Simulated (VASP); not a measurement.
# BP: phonons with LDA

Crystal: BP.

```
B P
1.0
     0.00000    2.24486    2.24486
     2.24486    0.00000    2.24486
     2.24486    2.24486    0.00000
B P
1 1
Direct
  0.00000 0.00000 0.00000
  0.25000 0.25000 0.25000
```

| Item | Value |
| --- | --- |
| Program | VASP 6.6.1 |
| Task | phonons |
| Functional | LDA |
| Potentials or basis | VASP PAW LDA potentials, release 64 (B, P) |
| Cutoff | 600 eV |
| k mesh | 10 × 10 × 10 |
| Occupations | gaussian, width 0.03 eV |
| Spin | no spin polarisation |
| By perturbation theory | no |
| Further INCAR settings | ALGO = Normal; EDIFF = 1e-08; IBRION = 6; POTIM = 0.015; NSW = 1 |

- Highest phonon frequency at Γ, LO-TO splitting left out: 819 cm⁻¹

Phonon frequencies in cm⁻¹ (negative: imaginary):
| q point | frequencies |
| --- | --- |
| (0.000, 0.000, 0.000) | 0 0 0 819 819 819 |

It took 84 s on 1 thread of Intel(R) Xeon(R) Platinum 8488C (Sapphire Rapids), on a shared host, peak memory 0.19 GiB.
